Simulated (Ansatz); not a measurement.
Crystal: SiNi3.

```xyz
4
Lattice="1.2928 0.7464 7.6620 -1.2928 0.7464 7.6620 0.0000 -1.4928 7.6620" Properties=species:S:1:pos:R:3 pbc="T T T"
Ni    0.0000    0.0000    5.8553
Ni    0.0000    0.0000   11.4930
Ni    0.0000    0.0000   17.1307
Si    0.0000    0.0000    0.0000
```

The cell comes from a database or a generator and needn't be the stable form of this composition.

* Program: Ansatz 0.2.0
* Task: single point
* Functional: PBEsol
* Potentials or basis: Ansatz PAW
* Cutoff: 420 eV (not typed: the program's choice for these potentials)
* k mesh: 12 × 12 × 12
* Occupations: fermi-dirac, width 0.05 eV
* Spin: collinear spin, ferromagnetic start
* Starting moments: [1.0, 1.0, 1.0, 0.0] μB

On this cell: pressure -6.3 GPa; largest force 0.059 eV/Å; net moment 0.47 μB per cell; site moments Ni +0.07, +0.36; Si -0.00 μB; band gap on the k mesh none (metal or under the smearing width).

The same run follows on a disturbed copy (atoms moved at random, drawn with an rms of 0.05 Å):

```
Ni Si
1.0
     1.29280    0.74640    7.66199
    -1.29280    0.74640    7.66199
     0.00000   -1.49280    7.66199
Ni Si
3 1
Cartesian
  -0.0050 0.0406 5.8804
  0.0356 -0.0106 11.5302
  -0.0256 0.0414 17.1203
  -0.0439 -0.0452 -0.0370
```

Task: What changes?

Result: The energy (extrapolated to zero smearing) moves by +10.6 meV/atom; pressure -5.3 GPa; largest force 0.792 eV/Å; net moment 0.44 μB per cell; site moments Ni +0.06, +0.35, +0.07; Si -0.00 μB; band gap on the k mesh none (metal or under the smearing width).

Forces in eV/Å, atoms in the order of the input:
```
Ni  -0.081 -0.219 -0.386
Ni  -0.093  0.076 -0.323
Ni   0.030 -0.183  0.003
Si   0.144  0.326  0.707
```

Stress tensor (GPa, compression positive):
```
-5.06  0.10  0.43
 0.10 -5.49  0.12
 0.43  0.12 -5.49
```

Caveats: the PAW data sets come from PBE, with cores solved anew for the run's functional, which leaves a small shift of forces and pressure.
